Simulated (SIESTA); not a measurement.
Crystal: PtSe2 (Sudovikovite).

```xyz
3
Lattice="3.7240 0.0000 0.0000 -1.8620 3.2251 0.0000 0.0000 0.0000 5.0620" Properties=species:S:1:pos:R:3 pbc="T T T"
Pt    0.0000    0.0000    0.0000
Se    1.8620    1.0750    3.7965
Se    0.0000    2.1501    1.2655
```

Base run:

* Program: SIESTA 5.4.2
* Functional: PBE
* Potentials or basis: PseudoDojo 0.4 standard (PBE files)
* Basis: DZP (energy shift 0.003 Ry; two zetas on semicore shells)
* Grid cutoff: 800 Ry
* Energy shift: 0.003 Ry
* k mesh: 8 × 8 × 5
* Occupations: fermi-dirac, width 0.05 eV
* Spin: no spin polarisation

Its results: band gap on the k mesh none (metal or under the smearing width); pressure 11.8 GPa; largest force 1.193 eV/Å.

The run is repeated on the same cell with these changes: basis from DZP (energy shift 0.003 Ry; two zetas on semicore shells) to SZ (energy shift 0.003 Ry). What comes out?

Band gap on the k mesh none (metal or under the smearing width); pressure 21.5 GPa; largest force 2.533 eV/Å.

Caveats: short orbitals over semicore shells can move pressures by several GPa; spin-orbit coupling is left out, which moves the levels of the heavy elements; the basis of atomic orbitals isn't converged, which shifts pressures, moduli and gaps; forces of over 1 eV/Å show positions far from the minimum, so gaps and moduli don't describe the material at rest; the basis has no polarisation orbitals (some runs); so large a pressure means that the cell lies far from this level's equilibrium, or that cutoff or potentials fall short (some runs).
